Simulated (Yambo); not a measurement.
# BP (F-43m) in Yambo: further runs, part 2 of 3

Yambo 5.3.0.

## 4. G0W0 quasiparticle levels, PBE, non-collinear spin, zero start, spin-orbit coupling

File g0w00.in:

```
gw0
dyson
el_el_corr
rim_cut
HF_and_locXC
ppa
em1d
RandQpts= 1000000
RandGvec= 50 RL
EXXRLvcs= 76 Ry
VXCRLvcs= 76 Ry
Chimod= "HARTREE"
% BndsRnXp
 1 | 248 |
%
NGsBlkXp= 12 Ry
% LongDrXp
 1 | 1 | 1 |
%
PPAPntXp= 27.21138 eV
% GbndRnge
 1 | 248 |
%
GTermKind= "BG"
DysSolver= "n"
ExtendOut
% QPkrange
 1 | 1 | 5 | 12 |
 13 | 13 | 5 | 12 |
%
```

File scf.in:

```
&CONTROL
  calculation = 'scf'
  prefix = 'pwscf'
  outdir = './tmp'
  pseudo_dir = './pseudo'
/
&SYSTEM
  ibrav = 0
  nat = 2
  ntyp = 2
  ecutwfc = 76
  nbnd = 18
  occupations = 'smearing'
  smearing = 'fd'
  degauss = 0.00367493
  noncolin = .true.
  lspinorb = .true.
  force_symmorphic = .true.
/
&ELECTRONS
  conv_thr = 4d-10
  electron_maxstep = 120
  mixing_beta = 0.5
/
ATOMIC_SPECIES
P     30.9738 P.upf
B     10.8100 B.upf
CELL_PARAMETERS angstrom
   0.0000000000    2.2690000000    2.2690000000
   2.2690000000    0.0000000000    2.2690000000
   2.2690000000    2.2690000000    0.0000000000
ATOMIC_POSITIONS crystal
P      0.7500000000    0.7500000000    0.7500000000
B      0.0000000000    0.0000000000    0.0000000000
K_POINTS automatic
10 10 10 0 0 0
```

File nscf.in:

```
&CONTROL
  calculation = 'nscf'
  prefix = 'pwscf'
  outdir = './tmp'
  pseudo_dir = './pseudo'
/
&SYSTEM
  ibrav = 0
  nat = 2
  ntyp = 2
  ecutwfc = 76
  nbnd = 248
  occupations = 'fixed'
  noncolin = .true.
  lspinorb = .true.
  force_symmorphic = .true.
/
&ELECTRONS
  conv_thr = 1d-08
  diago_full_acc = .true.
  diago_thr_init = 1d-06
/
ATOMIC_SPECIES
P     30.9738 P.upf
B     10.8100 B.upf
CELL_PARAMETERS angstrom
   0.0000000000    2.2690000000    2.2690000000
   2.2690000000    0.0000000000    2.2690000000
   2.2690000000    2.2690000000    0.0000000000
ATOMIC_POSITIONS crystal
P      0.7500000000    0.7500000000    0.7500000000
B      0.0000000000    0.0000000000    0.0000000000
K_POINTS automatic
6 6 6 0 0 0
```

Potentials or basis: PseudoDojo 0.4 FR PBE standard.

Run with:

```bash
$ OMP_NUM_THREADS=1 pw.x -in scf.in > scf.out
$ OMP_NUM_THREADS=1 pw.x -in nscf.in > nscf.out
$ cd tmp/pwscf.save; p2y; mv SAVE ../..; cd ../..
$ OMP_NUM_THREADS=1 yambo
$ OMP_NUM_THREADS=1 yambo -F g0w00.in -J g0w00 -C g0w00_out
```

Yambo's report:

```text
[... sections 02.01 to 02.04 as in the set-up run ...]

  [02.05] Energies & Occupations
  ==============================

  [X] === General ===
  [X] Electronic Temperature                        :  0.000000  0.000000 [eV K]
  [X] Bosonic    Temperature                        :  0.000000  0.000000 [eV K]
  [X] Finite Temperature mode                       : no
  [X] El. density                                   :  0.34242E+24 [cm-3]
  [X] Fermi Level                                   :  9.254944 [eV]

  [X] === Gaps and Widths ===
  [X] Conduction Band Min                           :  1.334072 [eV]
  [X] Valence Band Max                              :  0.000000 [eV]
  [X] Filled Bands                                  :   8
  [X] Empty Bands                                   :    9  248
  [X] Direct Gap                                    :  3.363503 [eV]
  [X] Direct Gap localized at k                     :  1
  [X] Indirect Gap                                  :  1.334072 [eV]
  [X] Indirect Gap between kpts                     :   1  13
  [X] Last valence band width                       :  5.185495 [eV]
  [X] 1st conduction band width                     :  3.282741 [eV]

 [03] Transferred momenta grid and indexing
 ==========================================

 IBZ Q-points                                      :  16
 BZ  Q-points                                      :  216

 K/Q-points units:
 rlu = crystal or reduced units; cc = cartesian coordinates; iku = interal k-units

 Q [ 1]         [rlu]:  0.000000  0.000000  0.000000
 Q [ 2]         [rlu]: -0.53337E-17 -0.53337E-17  0.16667
 Q [ 3]         [rlu]: -0.10667E-16 -0.10667E-16  0.33333
 Q [ 4]         [rlu]:  0.21235E-17  0.21235E-17 -0.50000
 Q [ 5]         [rlu]: -0.15504E-16  0.16667      0.16667
 Q [ 6]         [rlu]: -0.53337E-17  0.16667      0.33333
 Q [ 7]         [rlu]:  0.17088E-16  0.16667      0.50000
 Q [ 8]         [rlu]:  0.21235E-17  0.16667     -0.33333
[... 280 lines left out ...]
   B=9 Eo=  3.36 E=  3.55 E-Eo=  0.19 Re(Z)=0.80 Im(Z)=-0.121200E-2 nlXC= -7.31597 lXC= -12.0266 So= -4.47153
   B=10 Eo=  3.36 E=  3.55 E-Eo=  0.19 Re(Z)=0.80 Im(Z)=-0.121200E-2 nlXC= -7.31597 lXC= -12.0266 So= -4.47153
   B=11 Eo=  3.41 E=  3.60 E-Eo=  0.19 Re(Z)=0.80 Im(Z)=-0.121568E-2 nlXC= -7.30180 lXC= -12.0236 So= -4.48778
   B=12 Eo=  3.41 E=  3.60 E-Eo=  0.19 Re(Z)=0.80 Im(Z)=-0.121569E-2 nlXC= -7.30180 lXC= -12.0236 So= -4.48767

  QP [eV] @ K [13] (iku): -0.500000  0.000000  0.000000
   B=5 Eo= -4.14 E= -5.01 E-Eo= -0.87 Re(Z)=0.78 Im(Z)=-0.139271E-2 nlXC= -15.9283 lXC= -12.4972 So=  2.31382
   B=6 Eo= -4.14 E= -5.01 E-Eo= -0.87 Re(Z)=0.78 Im(Z)=-0.139279E-2 nlXC= -15.9283 lXC= -12.4972 So=  2.31382
   B=7 Eo= -4.11 E= -4.98 E-Eo= -0.87 Re(Z)=0.78 Im(Z)=-0.139726E-2 nlXC= -15.9140 lXC= -12.4948 So=  2.30291
   B=8 Eo= -4.11 E= -4.98 E-Eo= -0.87 Re(Z)=0.78 Im(Z)=-0.139731E-2 nlXC= -15.9140 lXC= -12.4948 So=  2.30291
   B=9 Eo=  1.33 E=  1.37 E-Eo=  0.04 Re(Z)=0.81 Im(Z)=-0.114947E-2 nlXC= -6.57932 lXC= -10.8257 So= -4.20114
   B=10 Eo=  1.33 E=  1.37 E-Eo=  0.04 Re(Z)=0.81 Im(Z)=-0.114947E-2 nlXC= -6.57932 lXC= -10.8257 So= -4.20114
   B=11 Eo=  1.65 E=  1.74 E-Eo=  0.09 Re(Z)=0.81 Im(Z)=-0.111880E-2 nlXC= -6.32695 lXC= -10.6797 So= -4.24168
   B=12 Eo=  1.65 E=  1.74 E-Eo=  0.09 Re(Z)=0.81 Im(Z)=-0.111880E-2 nlXC= -6.32695 lXC= -10.6797 So= -4.24168

  [WR./g0w00//ndb.QP]-------------------------------------------------------------
   Lattice constants                                :  4.287789  4.287789  4.287789
   Coulomb cutoff potential                         : none
   Electronic Temperature                           :  0.000000 [K]
   Bosonic    Temperature                           :  0.000000 [K]
   Green`s function   energies                      : Perdew, Burke & Ernzerhof(X)+Perdew, Burke & Ernzerhof(C)
   wavefunctions                                    : Perdew, Burke & Ernzerhof(X)+Perdew, Burke & Ernzerhof(C)
   PPA    diel. fun.  energies                      : Perdew, Burke & Ernzerhof(X)+Perdew, Burke & Ernzerhof(C)
   wavefunctions                                    : Perdew, Burke & Ernzerhof(X)+Perdew, Burke & Ernzerhof(C)
   QP tot states                                    :  16
   GW solver                                        : Newton
   GW approximation                                 : PPA
   PPA imaginary Energy                             :  27.21138 ev
   RIM G`s                                          :   51
   RIM random pts                                   :  1000000
   dS/dw steps                                      :  2
   dS/dw step                                       :  0.100000 ev
   X G`s                                            :  137 used
   X G`s                                            :  137 disk
   X bands                                          :    1  248
   X poles                                          :  100.0000 o/o
   X e/h E range                                    : -1.000000 -1.000000 ev
   X Hxc Kernel                                     : HARTREE
   X BZ energy Double Grid                          : no
   X Optical Averaged directions                    : none
   Sc/G bands                                       :    1  248
   Sc/G damping                                     :  0.100000 ev
   Sc bands terminator                              : yes
   Sc terminator kind                               : BG
   Sc Terminator pole                               :  40.81708
   Sx RL components                                 :  1837

   QP @ state[ 1 ] K range                          :  1  1
   QP @ state[ 1 ] b range                          :   5  12
   QP @ state[ 2 ] K range                          :  13  13
   QP @ state[ 2 ] b range                          :   5  12
   GF energies kind                                 : Perdew, Burke & Ernzerhof(X)+Perdew, Burke & Ernzerhof(C)
   GF WF`s kind                                     : Perdew, Burke & Ernzerhof(X)+Perdew, Burke & Ernzerhof(C)
   Xs energies kind                                 : Perdew, Burke & Ernzerhof(X)+Perdew, Burke & Ernzerhof(C)
   Xs WF`s kind                                     : Perdew, Burke & Ernzerhof(X)+Perdew, Burke & Ernzerhof(C)
```

It took 29 min on 1 thread of Arm Neoverse V2, shared host; peak memory 1.2 GiB.

Results:

```yaml
Band_gap_on_the_k_mesh_mean-field_level: 1.33 eV, indirect (least direct gap 3.36 eV)
Quasiparticle_gap: 1.96 eV
Least_direct_quasiparticle_gap: 4.24 eV
Quasiparticle_gap_at_Γ: 4.24 eV
Band_gap_of_the_same_states_before_the_correction: 1.24 eV
```

Quasiparticle terms (eV):
```
                k point  band  Kohn-Sham level     Vxc      Σx     Σc     Z  result
  (0.000, 0.000, 0.000)     5             0.00  -13.30  -14.93   0.77  0.80   -0.68
  (0.000, 0.000, 0.000)     6             0.00  -13.30  -14.93   0.77  0.80   -0.68
  (0.000, 0.000, 0.000)     7             0.00  -13.30  -14.93   0.77  0.80   -0.68
  (0.000, 0.000, 0.000)     8             0.00  -13.30  -14.93   0.77  0.80   -0.68
  (0.000, 0.000, 0.000)     9             3.36  -12.03   -7.32  -4.47  0.80    3.55
  (0.000, 0.000, 0.000)    10             3.36  -12.03   -7.32  -4.47  0.80    3.55
  (0.000, 0.000, 0.000)    11             3.41  -12.02   -7.30  -4.49  0.80    3.60
  (0.000, 0.000, 0.000)    12             3.41  -12.02   -7.30  -4.49  0.80    3.60
(0.000, -0.500, -0.500)     5            -4.14  -12.50  -15.93   2.31  0.78   -5.01
(0.000, -0.500, -0.500)     6            -4.14  -12.50  -15.93   2.31  0.78   -5.01
(0.000, -0.500, -0.500)     7            -4.11  -12.49  -15.91   2.30  0.78   -4.98
(0.000, -0.500, -0.500)     8            -4.11  -12.49  -15.91   2.30  0.78   -4.98
(0.000, -0.500, -0.500)     9             1.33  -10.83   -6.58  -4.20  0.81    1.37
(0.000, -0.500, -0.500)    10             1.33  -10.83   -6.58  -4.20  0.81    1.37
(0.000, -0.500, -0.500)    11             1.65  -10.68   -6.33  -4.24  0.81    1.74
(0.000, -0.500, -0.500)    12             1.65  -10.68   -6.33  -4.24  0.81    1.74
```

Caveat: this k mesh misses the band edges, so its gaps are larger than the crystal's; the optical matrix elements of this version leave out the spin-flip part of the nonlocal potential, a small error; this version prints the column dSc/dw multiplied by 27.2; the terminator is approximate in this version, by hundredths of an eV; the quasiparticle gap listed is the Kohn-Sham gap on the denser mesh of the self-consistent run plus the correction found on the GW mesh, so it differs from the gap in the log.

## 5. Optical spectrum, PBE, non-collinear spin, zero start, spin-orbit coupling

File optics1.in:

```
optics
chi
Chimod= "HARTREE"
% BndsRnXd
 1 | 58 |
%
NGsBlkXd= 3 Ry
% LongDrXd
 1 | 0 | 0 |
%
% QpntsRXd
 1 | 1 |
%
% EnRngeXd
 0 | 20 | eV
%
% DmRngeXd
 0.1 | 0.1 | eV
%
ETStpsXd= 200
```

scf.in is that of step 4.

nscf.in is that of step 4.

Potentials or basis: PseudoDojo 0.4 FR PBE standard.

Run with:

```bash
$ OMP_NUM_THREADS=1 pw.x -in scf.in > scf.out
$ OMP_NUM_THREADS=1 pw.x -in nscf.in > nscf.out
$ cd tmp/pwscf.save; p2y; mv SAVE ../..; cd ../..
$ OMP_NUM_THREADS=1 yambo
$ OMP_NUM_THREADS=1 yambo -F optics1.in -J optics1 -C optics1_out
```

Yambo's report:

```text
[... sections 02.01 to 02.04 as in the set-up run ...]

  [02.05] Energies & Occupations
  ==============================

  [X] === General ===
  [X] Electronic Temperature                        :  0.000000  0.000000 [eV K]
  [X] Bosonic    Temperature                        :  0.000000  0.000000 [eV K]
  [X] Finite Temperature mode                       : no
  [X] El. density                                   :  0.34242E+24 [cm-3]
  [X] Fermi Level                                   :  9.254944 [eV]

  [X] === Gaps and Widths ===
  [X] Conduction Band Min                           :  1.334072 [eV]
  [X] Valence Band Max                              :  0.000000 [eV]
  [X] Filled Bands                                  :   8
  [X] Empty Bands                                   :    9  248
  [X] Direct Gap                                    :  3.363503 [eV]
  [X] Direct Gap localized at k                     :  1
  [X] Indirect Gap                                  :  1.334072 [eV]
  [X] Indirect Gap between kpts                     :   1  13
  [X] Last valence band width                       :  5.185495 [eV]
  [X] 1st conduction band width                     :  3.282741 [eV]

 [03] Transferred momenta grid and indexing
 ==========================================

 IBZ Q-points                                      :  16
 BZ  Q-points                                      :  216

 K/Q-points units:
 rlu = crystal or reduced units; cc = cartesian coordinates; iku = interal k-units

 Q [ 1]         [rlu]:  0.000000  0.000000  0.000000
 Q [ 2]         [rlu]: -0.53337E-17 -0.53337E-17  0.16667
 Q [ 3]         [rlu]: -0.10667E-16 -0.10667E-16  0.33333
 Q [ 4]         [rlu]:  0.21235E-17  0.21235E-17 -0.50000
 Q [ 5]         [rlu]: -0.15504E-16  0.16667      0.16667
 Q [ 6]         [rlu]: -0.53337E-17  0.16667      0.33333
 Q [ 7]         [rlu]:  0.17088E-16  0.16667      0.50000
 Q [ 8]         [rlu]:  0.21235E-17  0.16667     -0.33333
 Q [ 9]         [rlu]:  0.29609E-16  0.16667     -0.16667
 Q [10]         [rlu]: -0.31009E-16  0.33333      0.33333
 Q [11]         [rlu]:  0.65367E-16  0.33333      0.50000
 Q [12]         [rlu]:  0.21335E-16  0.33333     -0.33333
 Q [13]         [rlu]:  0.18101E-16 -0.50000     -0.50000
 Q [14]         [rlu]:  0.166667  0.333333  0.500000
 Q [15]         [rlu]:  0.166667  0.333333 -0.333333
 Q [16]         [rlu]:  0.166667 -0.500000 -0.333333

 [04] Dipoles
 ============

  [04.01] Setup: observables and procedures
  =========================================

  [WF-Oscillators/G space/Transverse up loader] Normalization (few states)  min/max  :  0.14323E-16   1.0000

  [WR./optics1//ndb.dipoles]------------------------------------------------------
   Brillouin Zone Q/K grids (IBZ/BZ)                :   16  216   16  216
   RL vectors                                       :  2421 [WF]
   Fragmentation                                    : yes
   Electronic Temperature                           :  0.000000 [K]
   Bosonic    Temperature                           :  0.000000 [K]
   DIP band range                                   :    1   58
   DIP band range limits                            :   8   9
   DIP e/h energy range                             : -1.000000 -1.000000 [eV]
   RL vectors in the sum                            :  2421
   [r,Vnl] included                                 : yes
   Bands ordered                                    : yes
   Direct v evaluation                              : no
   Approach used                                    : G-space v
   Dipoles computed                                 : R V P [G-space]
   Wavefunctions                                    : Perdew, Burke & Ernzerhof(X)+Perdew, Burke & Ernzerhof(C)

  [WARNING] [r,Vnl^pseudo] included in position and velocity dipoles.

  [WARNING] In case H contains other non local terms, these are neglected

 [05] Optics
 ===========

 [X-CG] R(p) Tot o/o(of R):    3599   86400     100
```

o-optics1.eps_q1_inv_rpa_dyson:

```text
# Absorption @ Q(1):   1.00000000      0.00000000      0.00000000    [q->0 direction]
#
# [ X ] Hartree size                              :  27
# [GEN] GF Energies                               : Perdew, Burke & Ernzerhof(X)+Perdew, Burke & Ernzerhof(C)
# [GEN] Green`s Function                          : T-ordered
#
# [GEN] Gauge                                     : Length
# [GEN] [r,Vnl] included                          : yes
#
#    E[1] [eV]          Im(eps)            Re(eps)            Im(eps_o)          Re(eps_o)
#
        0.000000           0.152303           9.998097           0.168894           10.64300
        0.100503           0.152474           10.00100           0.169083           10.64618
        0.201005           0.152988           10.00974           0.169651           10.65575
        0.301508           0.153850           10.02434           0.170605           10.67175
        0.402010           0.155068           10.04489           0.171952           10.69426
        0.502513           0.156654           10.07148           0.173706           10.72339
[... 192 lines left out ...]
        19.89950           0.276157          -0.215572           0.214182          -0.231582
        20.00000           0.326242          -0.177874           0.261840          -0.209389
#
```

Run time: 3.3 min. Hardware: 1 thread of Arm Neoverse V2, shared host; peak memory 0.46 GiB.

What came out:

```yaml
Band_gap_on_the_k_mesh_mean-field_level: 1.33 eV, indirect (least direct gap 3.36 eV)
Electronic_dielectric_constant_along_the_field: 10.00
Electronic_dielectric_constant_along_the_field_independent_particles: 10.64
```

Dielectric function (along the field direction of the input):
| energy (eV) | real part | imaginary part |
| --- | --- | --- |
| 0.30 | 10.02 | 0.15 |
| 0.90 | 10.24 | 0.17 |
| 1.61 | 10.83 | 0.21 |
| 2.31 | 12.00 | 0.31 |
| 3.02 | 14.80 | 0.84 |
| 3.62 | 13.51 | 2.25 |
| 4.32 | 15.71 | 5.50 |
| 5.03 | 16.49 | 15.12 |
| 5.73 | 0.97 | 48.63 |
| 6.33 | -11.79 | 14.45 |
| 7.04 | -8.35 | 3.78 |
| 7.74 | -3.55 | 5.21 |
| 8.44 | 1.25 | 3.68 |
| 9.05 | -0.33 | 7.51 |
| 9.75 | -2.21 | 9.61 |
| 10.45 | -6.41 | 4.04 |
| 11.16 | -2.73 | 0.91 |
| 11.76 | -3.98 | 2.47 |
| 12.46 | -1.71 | 1.11 |
| 13.17 | -1.76 | 0.65 |
| 13.87 | -1.69 | 1.22 |
| 14.47 | -0.82 | 1.00 |
| 15.18 | -1.28 | 0.93 |
| 15.88 | -0.32 | 0.71 |
| 16.58 | -0.54 | 0.44 |
| 17.19 | -0.37 | 0.66 |
| 17.89 | -0.62 | 0.57 |
| 18.59 | -0.21 | 0.55 |
| 19.30 | -0.59 | 0.68 |
| 20.00 | -0.18 | 0.33 |

Caveat: this k mesh misses the band edges, so its gaps are larger than the crystal's; the optical matrix elements of this version leave out the spin-flip part of the nonlocal potential, a small error; spectra need much finer meshes, so this one isn't converged; these spectra lack excitons.

[end of part 2 of 3]
